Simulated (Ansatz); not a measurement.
**AlSb in the zinc blende structure (space group F-43m, No. 216)**

```cif
data_AlSb
_chemical_formula_sum 'Sb1 Al1'
_space_group_name_H-M_alt 'P 1'
_space_group_IT_number 1
_cell_length_a 4.40215
_cell_length_b 4.40215
_cell_length_c 4.40215
_cell_angle_alpha 60.000
_cell_angle_beta 60.000
_cell_angle_gamma 60.000
loop_
_space_group_symop_operation_xyz
  'x, y, z'
loop_
_atom_site_label
_atom_site_type_symbol
_atom_site_fract_x
_atom_site_fract_y
_atom_site_fract_z
_atom_site_occupancy
Sb1 Sb 0.75000 0.75000 0.75000 1
Al1 Al 0.00000 0.00000 0.00000 1
```

Method: PBE, PAW, 420 eV (Ansatz, an electronic-structure program; without spin-orbit coupling), earlier PAW set. Settings: 13×13×13 k-points, 0.05 eV Fermi–Dirac smearing.

The volume per atom comes out as 30.16 Å³ and the density is 4.09 g/cm³. The band gap comes out as 1.24 eV, indirect, Γ → L. The electron mass is 1.6 mₑ along k, 0.11 mₑ across. The hole mass (degenerate bands, along [100]) comes out as 0.078, 0.37, 0.37 mₑ, the lowest conduction-band minima above the VBM is L along ⟨111⟩ 1.24 eV; a point along ⟨100⟩, about 0.9 Å⁻¹ from Γ 1.27 eV; Γ 1.28 eV and the total energy is -3511.212 eV/atom (σ→0; compares only within this code and set-up).

Spin-orbit coupling, missing from the scalar runs, can matter with Sb. Masses are band curvatures over ±0.01 Å⁻¹ around the edge. Along k means along the line from Γ to the band edge. No phonon test of stability was made.
